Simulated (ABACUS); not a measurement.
# NaCl (Fm-3m) in ABACUS: single point with TASK

Aim: the single point of NaCl with TASK.

Everything below comes from runs of ABACUS 3.10.1. Logs are shortened: lines on timing, memory, paths and dates and some standing lists are left out, and cuts for length are marked.

## (1) The crystal as given

Symmetry: Fm-3m, No. 225, cubic system. The conventional cell has a = 5.588 Å, b = 5.588 Å, c = 5.588 Å, α = 90.00°, β = 90.00°, γ = 90.00°. Cl (site symmetry m-3m) is surrounded by 6 Na at 2.79 Å. Na (site symmetry m-3m) has 6 Cl at 2.79 Å as nearest neighbours.

The cell is a database's computed one.

## (2) Single point, TASK

File INPUT:

```
INPUT_PARAMETERS
suffix              NaCl
calculation         scf
basis_type          pw
pseudo_dir          ./
symmetry            1
dft_functional      MGGA_X_TASK+LDA_C_PW
ecutwfc             103
pseudo_rcut         10
nspin               1
nbands              18
ks_solver           dav
smearing_method     fd
smearing_sigma      0.00367493
scf_thr             1e-08
scf_nmax            100
mixing_type         broyden
mixing_beta         0.7
cal_force           1
cal_stress          1
mixing_tau          1
out_chg             1
out_pot             2
out_elf             1
```

File STRU:

```
ATOMIC_SPECIES
Cl 35.4500 Cl_ONCV_PBE-1.2.upf
Na 22.9898 Na_ONCV_PBE-1.2.upf

LATTICE_CONSTANT
1.8897261246

LATTICE_VECTORS
0.0000000000 2.7940632177 2.7940632177
2.7940632177 0.0000000000 2.7940632177
2.7940632177 2.7940632177 0.0000000000

ATOMIC_POSITIONS
Direct

Cl
0.0
1
0.5000000000 0.5000000000 0.5000000000 1 1 1

Na
0.0
1
0.0000000000 0.0000000000 0.0000000000 1 1 1
```

File KPT:

```
K_POINTS
0
Gamma
5 5 5 0 0 0
```

Potentials or basis: SG15 ONCV 1.2 PBE, plane waves.

On the command line:

```bash
OMP_NUM_THREADS=1 mpirun -np 4 abacus > log
```

running log:

```text
ABACUS v3.10.1

               Atomic-orbital Based Ab-initio Computation at UStc

 ------------------------------------------------------------------------------------

 READING GENERAL INFORMATION
                           global_out_dir = OUT.NaCl/
                           global_in_card = INPUT
                               pseudo_dir = ./
[... 8 lines left out ...]

 READING ATOM TYPE 1
                               atom label = Cl
                      L=0, number of zeta = 1
                      L=1, number of zeta = 1
                      L=2, number of zeta = 1
             number of atom for this type = 1

 READING ATOM TYPE 2
                               atom label = Na
                      L=0, number of zeta = 1
                      L=1, number of zeta = 1
                      L=2, number of zeta = 1
             number of atom for this type = 1

                        TOTAL ATOM NUMBER = 2
DIRECT COORDINATES
    atom                   x                   y                   z     mag                  vx                  vy                  vz
taud_Cl1            0.5000000000        0.5000000000        0.5000000000  0.0000        0.0000000000        0.0000000000        0.0000000000
taud_Na1            0.0000000000        0.0000000000        0.0000000000  0.0000        0.0000000000        0.0000000000        0.0000000000

                          Volume (Bohr^3) = 294.398
                             Volume (A^3) = 43.6253

 Lattice vectors: (Cartesian coordinate: in unit of a_0)
                   +0            +2.79406            +2.79406
             +2.79406                  +0            +2.79406
             +2.79406            +2.79406                  +0
 Reciprocal vectors: (Cartesian coordinate: in unit of 2 pi/a_0)
            -0.178951           +0.178951           +0.178951
            +0.178951           -0.178951           +0.178951
            +0.178951           +0.178951           -0.178951
 The esolver type has been set to : ksdft_pw

                PAO radial cut off (Bohr) = 10

 Read in pseudopotential file is Cl_ONCV_PBE-1.2.upf
                     pseudopotential type = NC
          exchange-correlation functional = PBE
                 nonlocal core correction = 0
                        valence electrons = 7
                                     lmax = 1
                           number of zeta = 0
                     number of projectors = 4
                           L of projector = 0
                           L of projector = 0
                           L of projector = 1
                           L of projector = 1
 XC functional updated to : MGGA_X_TASK+LDA_C_PW
          exchange-correlation functional = MGGA_X_TASK+LDA_C_PW
                PAO radial cut off (Bohr) = 10

 Read in pseudopotential file is Na_ONCV_PBE-1.2.upf
                     pseudopotential type = NC
          exchange-correlation functional = PBE
                 nonlocal core correction = 0
                        valence electrons = 9
                                     lmax = 1
                           number of zeta = 0
                     number of projectors = 4
                           L of projector = 0
                           L of projector = 0
                           L of projector = 1
                           L of projector = 1
 XC functional updated to : MGGA_X_TASK+LDA_C_PW
          exchange-correlation functional = MGGA_X_TASK+LDA_C_PW
     initial pseudo atomic orbital number = 0

 SETUP THE ELECTRONS NUMBER
            electron number of element Cl = 7
      total electron number of element Cl = 7
            electron number of element Na = 9
      total electron number of element Na = 9
            AUTOSET number of electrons:  = 16
                           occupied bands = 8
                                   NBANDS = 18
                                   NLOCAL = 18

%%%%%%%%%%%%%%%%%%%%%%%%%%%%%%%%%%%%%%%%%%%%%%%%%%%%%%%%%%%%%%%%%%%%%%%%%%%%%%%%%%%%%%%%%%%%%%%%%%%%%%%%%%
 Warning: the number of valence electrons in pseudopotential > 1 for Na: [Ne] 3s1
 Pseudopotentials with additional electrons can yield (more) accurate outcomes, but may be less efficient.
 If you're confident that your chosen pseudopotential is appropriate, you can safely ignore this warning.
%%%%%%%%%%%%%%%%%%%%%%%%%%%%%%%%%%%%%%%%%%%%%%%%%%%%%%%%%%%%%%%%%%%%%%%%%%%%%%%%%%%%%%%%%%%%%%%%%%%%%%%%%%

 SETUP THE PLANE WAVE BASIS
 energy cutoff for charge/potential (unit:Ry) = 412
            fft grid for charge/potential = [ 50, 50, 50 ]
                        fft grid division = [ 1, 1, 1 ]
        big fft grid for charge/potential = [ 50, 50, 50 ]
                                     nbxx = 32500
                                     nrxx = 32500

 SETUP PLANE WAVES FOR CHARGE/POTENTIAL
                    number of plane waves = 41559
                         number of sticks = 1585
[... 39 lines left out ...]
                                    IBRAV = 3
                                  BRAVAIS = FACE CENTERED CUBIC
                       LATTICE CONSTANT A = 5.58813
Original cell was already a primitive cell.
                        ROTATION MATRICES = 48
              PURE POINT GROUP OPERATIONS = 48
                   SPACE GROUP OPERATIONS = 48
                              POINT GROUP = O_h
               POINT GROUP IN SPACE GROUP = O_h

 SETUP K-POINTS
                                    nspin = 1
                   Input type of k points = Monkhorst-Pack(Gamma)
                                   nkstot = 125
                       right hand lattice = 1
(for reciprocal lattice: )
                             BRAVAIS TYPE = 2
                     BRAVAIS LATTICE NAME = 02. Cubic I (body-centered)
                                    ibrav = 2
                       right hand lattice = 1
(for k-lattice: )
                             BRAVAIS TYPE = 2
                     BRAVAIS LATTICE NAME = 02. Cubic I (body-centered)
                                    ibrav = 2
                       right hand lattice = 1
                        ROTATION MATRICES = 48
                               nkstot_ibz = 10
K-POINTS REDUCTION ACCORDING TO SYMMETRY
     IBZ    DIRECT_X    DIRECT_Y    DIRECT_Z  WEIGHT  ibz2bz
       1  0.00000000  0.00000000  0.00000000  0.0080       0
       2  0.20000000  0.20000000  0.20000000  0.0640       1
       3  0.40000000  0.40000000  0.40000000  0.0640       2
       4  0.20000000  0.20000000  0.00000000  0.0480       6
       5  0.40000000  0.40000000  0.20000000  0.1920       7
       6 -0.40000000  0.40000000  0.40000000  0.1920       8
       7  0.40000000  0.20000000  0.20000000  0.0960       9
       8  0.40000000  0.40000000  0.00000000  0.0480      12
       9 -0.20000000  0.40000000  0.40000000  0.0960      13
      10 -0.40000000  0.40000000  0.20000000  0.1920      38

                               nkstot now = 10
[... K-POINTS DIRECT COORDINATES: 10 rows ...]

           k-point number in this process = 10
       minimum distributed K point number = 10
[... stars of the k points ...]

[... K-POINTS CARTESIAN COORDINATES: 10 rows ...]

[... K-POINTS DIRECT COORDINATES: 10 rows ...]

 SETUP PLANE WAVES FOR WAVE FUNCTIONS
     energy cutoff for wavefunc (unit:Ry) = 103
              fft grid for wave functions = [ 50, 50, 50 ]
                    number of plane waves = 6423
                         number of sticks = 451

 PARALLEL PW FOR WAVE FUNCTIONS
     PROC   COLUMNS(POT)             PW
        1            113           1607
        2            113           1606
        3            113           1606
        4            112           1604
 --------------- sum -------------------
        4            451           6423

 SETUP NONLOCAL PSEUDOPOTENTIALS IN PLANE WAVE BASIS
 Cl non-local projectors:
 projector 1 L=0
 projector 2 L=0
 projector 3 L=1
 projector 4 L=1
 Na non-local projectors:
 projector 1 L=0
 projector 2 L=0
 projector 3 L=1
 projector 4 L=1
      TOTAL NUMBER OF NONLOCAL PROJECTORS = 16

 Init Non-Local PseudoPotential table :
 Init Non-Local-Pseudopotential done.

                                     npwx = 1335

 -------------------------------------------
 SELF-CONSISTENT
 -------------------------------------------
                                 init_chg = atomic

 PW ALGORITHM --------------- ION=   1  ELEC=   1--------------------------------
 Notice: Threshold on eigenvalues was too large.
 hsover_error=0.16 > DRHO=0.0718944
 Origin diag ethr = 0.01
 New diag ethr = 0.00044934

 Density error is 0.0713943439094
                          Error Threshold = 0.000449339908851
----------------------------------------------------------
     Energy           Rydberg                 eV
----------------------------------------------------------
 E_KohnSham     -114.3944989718      -1556.4170058716
 E_Harris       -116.9083670612      -1590.6199359072
 E_Fermi        0.3239740373         4.4078929116
----------------------------------------------------------
[... 99 lines left out ...]
 Density error is 5.30554784747e-09
                          Error Threshold = 4.64762445714e-10
----------------------------------------------------------
     Energy           Rydberg                 eV
----------------------------------------------------------
 E_KohnSham     -114.3195758998      -1555.3976251813
 E_KS(sigma->0) -114.3195758998      -1555.3976251813
 E_Harris       -114.3191278711      -1555.3915294377
 E_band         -18.4884255190       -251.5479341065
 E_one_elec     -61.2138021845       -832.8565059534
 E_Hartree      33.3892968340        454.2846891553
 E_xc           -17.0503325683       -231.9816757245
 E_Ewald        -69.4447379810       -944.8441326588
 E_entropy(-TS) 0.0000000000         0.0000000000
 E_descf        0.0000000000         0.0000000000
 E_exx          0.0000000000         0.0000000000
 E_Fermi        0.4459298396         6.0671867264
----------------------------------------------------------

 charge density convergence is achieved
 final etot is -1555.3976252 eV
 EFERMI = 6.0671867264 eV
The vacuum level is 4.9640987898 eV

 STATE ENERGY(eV) AND OCCUPATIONS    NSPIN == 1
 1/10 kpoint (Cartesian) = 0.0000 0.0000 0.0000 (1262 pws)
       1       -53.7105      0.0160000
       2       -21.4544      0.0160000
       3       -21.4544      0.0160000
       4       -21.4544      0.0160000
       5       -12.6199      0.0160000
       6        2.38508      0.0160000
[... 98 lines left out ...]
       5       -12.1691       0.384000
       6       0.649481       0.384000
[... 10 lines left out ...]
      17        28.1628        0.00000
      18        28.5631        0.00000

[... levels at 4 further k points ...]

------------------------------------------------------------------------------------------
 TOTAL-FORCE (eV/Angstrom)
------------------------------------------------------------------------------------------
                       Cl1         0.0000000000         0.0000000000         0.0000000000
                       Na1         0.0000000000         0.0000000000         0.0000000000
------------------------------------------------------------------------------------------

----------------------------------------------------------------
 TOTAL-STRESS (KBAR)
----------------------------------------------------------------
      -501.6383197872        -0.0000000000         0.0000000000
        -0.0000000000      -501.6383197872         0.0000000000
        -0.0000000000         0.0000000000      -501.6383197872
----------------------------------------------------------------
 TOTAL-PRESSURE: -501.638320 KBAR

 --------------------------------------------
 !FINAL_ETOT_IS -1555.3976251813060117 eV
 --------------------------------------------
```

It took 31 s on 4 MPI ranks of Intel Xeon Platinum 8375C at 2.90GHz (Ice Lake), shared host; peak memory 0.28 GiB.

What came out:

| Quantity | Value |
| --- | --- |
| Free energy | -1555.3976 eV |
| Pressure | -50.2 GPa |
| Band gap on the k mesh | 10.04 eV, direct |

Levels at points of the mesh, in eV from the valence-band top:
```csv
k point,band 5,band 6,band 7,band 8,band 9,band 10,band 11,band 12
"(0.00, 0.00, 0.00)",-15.00,0.00,0.00,0.00,10.04,14.91,14.91,14.91
```

Caveat: a pressure of tens of GPa on the cell as given is suspect, and the run, the potentials or the cell itself is likely at fault; the potentials were made for another functional, which shifts forces and pressure.
